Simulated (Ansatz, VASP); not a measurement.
# ZnO in VASP and in Ansatz

Contents of INCAR:

```
ALGO     = Normal         # electronic algorithm
EDIFF    = 1E-8           # SCF threshold, eV
ENCUT    = 520            # plane-wave cutoff, eV
GGA      = PE             # functional
ISIF     = 2              # what is computed and relaxed
ISMEAR   = -1             # smearing method
LASPH    = T              # aspherical terms in the spheres
LCHARG   = F              # write CHGCAR
LEFG     = T            
LREAL    = F              # projectors in reciprocal space
LWAVE    = F              # write WAVECAR
NBANDS   = 16             # bands
NELM     = 80             # most SCF steps
PREC     = Accurate       # precision mode
SIGMA    = 0.01           # smearing width, eV
```

File KPOINTS:

```
k-points
0
Gamma
  11 11 11
```

File POSCAR:

```
ZnO
1.0
   -0.0856000000      2.0972000000      2.0972000000
    2.0972000000     -0.0856000000      2.0972000000
    2.0972000000      2.0972000000     -0.0856000000
Zn O
1 1
Direct
    0.0000000000      0.0000000000      0.0000000000
    0.5000000000      0.5000000000      0.5000000000
```

Input for Ansatz:

```yaml
crystal:
  lattice:
    - [-0.0856, 2.0972, 2.0972]
    - [2.0972, -0.0856, 2.0972]
    - [2.0972, 2.0972, -0.0856]
  atoms:
    - { symbol: Zn, position: [0.0, 0.0, 0.0] }
    - { symbol: O, position: [0.5, 0.5, 0.5] }
kpoints:
  mp_grid: { grid: [11, 11, 11] }
scf:
  occupations: { method: fermi_dirac, width: 0.01 }
hamiltonian:
  xc: pbe
  pseudopotentials: { kind: paw }
output:
  forces: true
  stress: true
  eigenvalues: true
  efg: { contact_densities: true }
```

Change from the starting cell: equal xy, yz and zx shear strains of -4 %, PAW files.

Alike in both runs: task electric field gradients; functional PBE; k mesh 11 × 11 × 11; occupations fermi-dirac, width 0.01 eV; no spin polarisation.

```csv
,VASP,Ansatz
version,VASP 6.6.1,Ansatz 0.2.0
potentials or method,"VASP PAW PBE potentials, release 64 (Zn, O)","PAW with Ansatz's default frozen-core files, scalar-relativistic"
plane-wave cutoff (eV),520,420
valence electrons in the cell,18,18
```

VASP gave:

* gap on the k mesh at the Fermi level (eV): 0.84
* pressure (GPa): 7.4
* largest component of the traceless stress (GPa): 3.09
* Vzz of the field gradient on the site that differs most (V/Å²): 9.6

Problem. What did Ansatz give for the same quantities?

Solution. gap on the k mesh at the Fermi level (eV): 0.87; pressure (GPa): 6.3; largest component of the traceless stress (GPa): 3.13; Vzz of the field gradient on the site that differs most (V/Å²): 11.5.

The functional is the same, so the differences come from potentials, cutoffs and numerics.

Caveats: an odd mesh through Γ misses points on the zone boundary, where band edges often lie.
